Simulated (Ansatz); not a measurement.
## LiCl: what symmetry allows forces and stress to be

```yaml
crystal:
  lattice:
    - [3.86762, 0.00000, 0.00000]
    - [-1.93381, 3.34946, 0.00000]
    - [0.00000, 0.00000, 6.07370]
  atoms:
    - { symbol: Li, position: [0.66667, 0.33333, 0.89006] }
    - { symbol: Li, position: [0.33333, 0.66667, 0.36438] }
    - { symbol: Cl, position: [0.66667, 0.33333, 0.49457] }
    - { symbol: Cl, position: [0.33333, 0.66667, 0.00100] }
```

Theory: DFT PBE, scalar-relativistic, plane waves, PAW (Ansatz).

Cutoff 420 eV; k points 9×9×4 on the computed 4-atom cell (Γ-centred); Gaussian smearing, width 0.02 eV; no spin polarisation.

This distorted cell has space group P3m1, with 6 operations.

Problem. Without a calculation: in which directions can each atom feel a force?

Solution. A force must be left unchanged by every operation that keeps its atom in place, so it lies in the space that those operations leave fixed. Atoms that the group maps onto each other feel forces of one size.
| atom | site symmetry | operations at the site | equivalent to atom | allowed force (Cartesian) |
| --- | --- | --- | --- | --- |
| Li1 | 3m. | 6 | 1 | along (0.00, 0.00, 1.00) |
| Li2 | 3m. | 6 | 2 | along (0.00, 0.00, 1.00) |
| Cl3 | 3m. | 6 | 3 | along (0.00, 0.00, 1.00) |
| Cl4 | 3m. | 6 | 4 | along (0.00, 0.00, 1.00) |

That leaves 4 independent force components of 12, tied by 1 condition that the forces sum to zero, so 3 remain. A relaxation in this cell that keeps the symmetry moves the atoms in these directions alone.

Problem. And the stress tensor?

Solution. It must be invariant under the point group, which leaves 2 independent components: yz, xz, xy vanish; xx = yy.

Problem. Do the computed values obey this?

Solution. Yes. Forces (eV/Å):
```
Li1  0.000  0.000 -0.194
Li2  0.000  0.000  0.511
Cl3  0.000  0.000  0.050
Cl4  0.000  0.000 -0.367
```

Stress (GPa, compression positive, xx yy zz yz xz xy): 1.48 1.48 2.98 0.00 0.00 0.00. The program imposes the same operations on density, forces and stress, so this confirms the analysis and is no independent test of the calculation.

This wurtzite form isn't the usual stable structure of the compound.